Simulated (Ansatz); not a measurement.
## TaS$_{2}$ in Ansatz, settings compared

Launch command:

```bash
ansatz run input.yaml --threads 1 --pin off --max-ram 2560MiB --backend cpu --events-out ev --progress --plain --runs-dir out
```

The input file (Ansatz 0.2.0, plane waves):

```yaml
crystal:
  lattice:
    - [3.31250716, 0.0, 0.0]
    - [-1.65625358, 2.8687202, 0.0]
    - [0.0, 0.0, 5.79441552]
  atoms:
    - { symbol: Ta, position: [0.0, 0.0, 0.0] }
    - { symbol: S, position: [0.3333, 0.6667, 0.25] }
    - { symbol: S, position: [0.6667, 0.3333, 0.75] }
  symmetry: { tolerance: 0.0003 }
kpoints:
  mp_grid: { grid: [6, 6, 3], shift: [0, 0, 0] }
magnetization:
  spin_polarized: false
scf:
  occupations: { method: gaussian, width: 0.0367 }
hamiltonian:
  pseudopotentials: { kind: paw }
  xc: pbe
basis:
  ecutwfc: 420
output:
  forces: true
  stress: true
  eigenvalues: true
```

Origin of the cell: a database entry, scaled a little.

Output of this run (shortened):

```
SCF iter   1: F=—  HF=-11739.201330 eV  Δρ=2.22e-3  dr2=3.26e-3
SCF iter   2: F=—  HF=-11739.199839 eV  Δρ=1.52e-3  dr2=2.49e-3  defer=5
SCF iter   3: F=—  HF=-11739.199155 eV  Δρ=4.00e-4  dr2=8.41e-5  defer=5
SCF iter   4: F=—  HF=-11739.199340 eV  Δρ=9.88e-5  dr2=7.78e-6  defer=5
SCF iter   5: F=—  HF=-11739.199341 eV  Δρ=2.41e-5  dr2=7.98e-7  defer=5
SCF iter   6: F=-11739.199342 eV  HF=-11739.199342 eV  Δρ=7.83e-6  dr2=4.62e-8
SCF 1 converged in 6 iterations: F = -11739.199342 eV  dr2 = 4.62e-8
SCF converged after 6 iterations
Free energy (F): -11739.199342 eV
Harris-Foulkes:  -11739.199342 eV  (|F-HF|=2.90e-8)
Internal energy: -11739.196361 eV  (E = F + TS)
E sigma→0 (E₀):  -11739.197851 eV
Entropy (-TS):   -0.002980 eV (-0.993 meV/atom)
Fermi energy:    11.209351 eV
--- Per-component energies (eV) ---
  E_band       = -173.590069
  E_kinetic    = 586.886925
  E_local      = -1396.857660  (includes V_loc(G=0)·N_el)
  E_nonlocal   = 72.201824
  E_hartree    = 535.366730
  E_xc         = -415.587855
  E_vxc        = -382.771796  (∫ρ·V_xc dr)
  E_paw        = -9597.948865  (= ΣΔE_a)
  E_vpaw       = -123.785467  (= ΣTr[D̂ρ^β])
  E_aug_tail   = 0.000146  (compensation charges beyond the density's cutoff)
  E_ewald      = -1523.257607
  E_smearing   = -0.002980  (= −TS)
  Σ components = -11739.199342   (vs F -11739.199342, Δ=0.00e0)
--- Forces (eV/Å), atoms counted from 1 ---
  atom   1  Ta     0.000000     0.000000     0.000000
  atom   2  S      0.000000    -0.000000     1.813616
  atom   3  S     -0.000000     0.000000    -1.813616
  max |Σ_I F_I| component: 0.0 eV/Å
--- Stress (GPa, compression-positive) ---
       13.668105       0.000000       0.000000
        0.000000      13.668105       0.000000
        0.000000       0.000000      17.388889
  P = ⅓ Tr σ = 14.9084 GPa (149.084 kbar)
```

The same input was run again with these changes:

1. `basis.ecutwfc` 420 → "350 eV"; `kpoints.mp_grid.grid` [6, 6, 3] → [5, 5, 2]; `scf.occupations.method` gaussian → methfessel_paxton; `scf.occupations.width` 0.0367 → 0.025
2. `scf.initial_density.chi_scale` default → 0.3; `basis.ecutwfc` 420 → "350 eV"
3. `scf.occupations.width` 0.0367 → 0.001; `scf.initial_density.chi_scale` default → 0.1; `basis.ecutwfc` 420 → "600 eV"
4. `crystal.symmetry` { tolerance: 0.0003 } → { detect: false }; `kpoints.mp_grid.grid` [6, 6, 3] → [2, 2, 1]; `hamiltonian.dispersion` default → d3bj

```tsv
run	end	SCF iterations	P (GPa)	max force component (eV/Å)	moment (μB)	ΔE(σ→0) (meV/atom)
base	converged	6	14.91	1.814	–	0
1	converged	6	15.52	1.745	–	-4.74
2	converged	10	14.95	1.818	–	3.03
3	converged	7	14.83	1.818	–	-0.47
4	converged	10	15.97	2.670	–	–
```

Energies are compared only where functional, datasets, charge and starting cell are the same.

Not properties of the system: run 1 (too coarse or loose: `basis.ecutwfc` = "350 eV", `kpoints.mp_grid.grid` = [5, 5, 2]), run 2 (too coarse or loose: `basis.ecutwfc` = "350 eV"), run 4 (too coarse or loose: `kpoints.mp_grid.grid` = [2, 2, 1]).

Caveats of the base run: no moments, though an odd count or open d shells may carry them; no spin-orbit coupling, though heavy elements are present; the k mesh is coarse if the cell is a metal.

Run 1: the cutoff lies below the datasets' advice.
Run 2: the cutoff lies below the datasets' advice.

The base run ran for 1.9 s on 1 thread of Intel(R) Xeon(R) Platinum 8375C CPU @ 2.90GHz (Ice Lake), with other jobs on the host, peak memory 0.33 GiB, from the program's own first density.
